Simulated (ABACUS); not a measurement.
Runs of ABACUS 3.10.1 on TePb. The structure is cubic, space group Fm-3m (No. 225). The conventional cell has a = 6.462 Å, b = 6.462 Å, c = 6.462 Å, α = 90.00°, β = 90.00°, γ = 90.00°. Pb (site symmetry m-3m) is surrounded by 6 Te at 3.23 Å. Te (site symmetry m-3m) has 6 Pb at 3.23 Å as nearest neighbours. 

| task | level | potentials or basis | cell | k mesh | cutoff (eV) | optimiser | force threshold | max steps | cell moves | radial cutoff of the potentials (pseudo_rcut) | mesh quality | gap on the mesh (eV) | pressure (GPa) | relaxed volume (Å³/atom) |
| --- | --- | --- | --- | --- | --- | --- | --- | --- | --- | --- | --- | --- | --- | --- |
| relaxation of cell and atoms | PBE | SG15 ONCV 1.2 PBE, DZP LCAO (the cutoffs set its grid) | relaxed | 6 × 6 × 6 | 1361 | ASE LBFGS | 0.02 eV/Å | 60 | yes | 10 bohr | not flagged | 0.92 | 0.0 | (b) |
| single point | PBEsol | Ansatz NC PBE, DZP LCAO (the cutoffs set its grid) | as given | 6 × 6 × 6 | 1361 | - | - | - | - | 10 bohr | not flagged | 0.48 | 6.0 | - |
| single point | TM | SG15 ONCV 1.2 PBE, plane waves | as given | 4 × 4 × 4 | 1306 | - | - | - | - | 10 bohr | coarse | 0.83 | -0.3 | - |
| single point | rSCAN | SG15 ONCV 1.2 PBE, plane waves | as given | 4 × 4 × 4 | 1306 | - | - | - | - | 10 bohr | coarse | (c) | 0.4 | - |
| relaxation of cell and atoms | TPSS | SG15 ONCV 1.2 PBE, plane waves | relaxed | 4 × 4 × 4 | 1306 | cg | 0.01 eV/Å | - | - | 10 bohr | coarse | (d) | 0.0 | 34.77 |
| relaxation of cell and atoms | rPW86PBE | GBRV ultrasoft 1.5 PBE, plane waves | relaxed | 6 × 6 × 6 | 544 | cg | 0.005 eV/Å | - | - | 10 bohr | not flagged | 0.87 | 0.0 | (a) |

Alike in all rows: no spin polarisation; smearing fermi-dirac 0.05 eV.

Task: Fill in the values left out.

Result: (a) 37.48; (b) 36.09; (c) 1.10; (d) 0.89.

Caveats: some runs use coarse meshes; spin-orbit coupling is left out, which as a rule narrows the gap of such compounds by several tenths of an eV; the potentials were made for another functional, which shifts forces and pressure (some runs); the atomic orbitals were generated for these runs and aren't a published set (some runs); the basis of atomic orbitals isn't converged, which shifts pressures, moduli and gaps (some runs); the volume moved by +11 % from the deposited cell, more than functionals usually miss (some runs).

A k mesh can miss the band edges, and the runs leave out spin-orbit coupling on Pb, Te.

Not every run made on this cell is shown here.
